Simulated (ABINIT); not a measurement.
The system is Ga.

```xyz
2
Lattice="1.4500 -4.0650 0.0000 1.4500 4.0650 0.0000 0.0000 0.0000 3.1700" Properties=species:S:1:pos:R:3 pbc="T T T"
Ga    1.4500    2.9837    2.3775
Ga    1.4500   -2.9837    0.7925
```

This isn't the form of Ga at room conditions, which is orthorhombic.

* Program: ABINIT 10.8.3 (patched build)
* Task: single point
* Functional: PBE
* Potentials or basis: JTH PAW PBE v2.0
* Cutoff: 463 eV
* k mesh: 10 × 10 × 8
* Occupations: fermi-dirac, width 0.05 eV
* Spin: no spin polarisation

On this cell: pressure 1.2 GPa; largest force 0.213 eV/Å; band gap on the k mesh none (metal or under the smearing width).

The same run follows on a disturbed copy (atoms moved at random, drawn with an rms of 0.05 Å):

```xyz
2
Lattice="1.4500 -4.0650 0.0000 1.4500 4.0650 0.0000 0.0000 0.0000 3.1700" Properties=species:S:1:pos:R:3 pbc="T T T"
Ga    1.4881    3.0120    2.3844
Ga    1.4634   -2.9140    0.8305
```

Question: What does the disturbed cell give?

Answer: The energy (extrapolated to zero smearing) moves by -1.7 meV/atom; pressure 1.2 GPa; largest force 0.058 eV/Å; band gap on the k mesh none (metal or under the smearing width).

Forces in eV/Å, atoms in the order of the input:
```
Ga  -0.010 -0.013  0.056
Ga   0.010  0.013 -0.056
```

Stress tensor (GPa, compression positive):
```
-0.01 -0.07 -0.01
-0.07  1.44  0.00
-0.01  0.00  2.27
```
